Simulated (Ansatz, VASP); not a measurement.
# One calculation of Pd, two programs

```
Pd
1.0
    -1.57228    1.57228    1.57228
     1.57228   -1.57228    1.57228
     1.57228    1.57228   -1.57228
Pd
1
Cartesian
  0.0000 0.0000 0.0000
```

Alike in both runs: task single point; functional r2SCAN; k mesh 13 × 13 × 13; occupations fermi-dirac, width 0.1 eV; collinear spin.

```csv
,VASP,Ansatz
version,VASP 6.6.1,Ansatz 0.2.0
potentials or method,"VASP PAW PBE potentials, release 64 (Pd)","PAW with Ansatz's default frozen-core files, scalar-relativistic"
plane-wave cutoff (eV),520,500
valence electrons in the cell,10,18
```

VASP gave:

| Quantity | Value |
| --- | --- |
| pressure (GPa) | -4.8 |
| net moment per atom (μB) | 0.00 |

Problem. Which values does Ansatz return?

Solution. Pressure (GPa): -5.2; net moment per atom (μB): 0.00.

The two sets of potentials don't hold the same shells in valence. Ansatz warned: «seeded_moment_not_kept».

Caveats: the PAW data sets were made with another functional, which shifts forces and pressure a little (VASP).
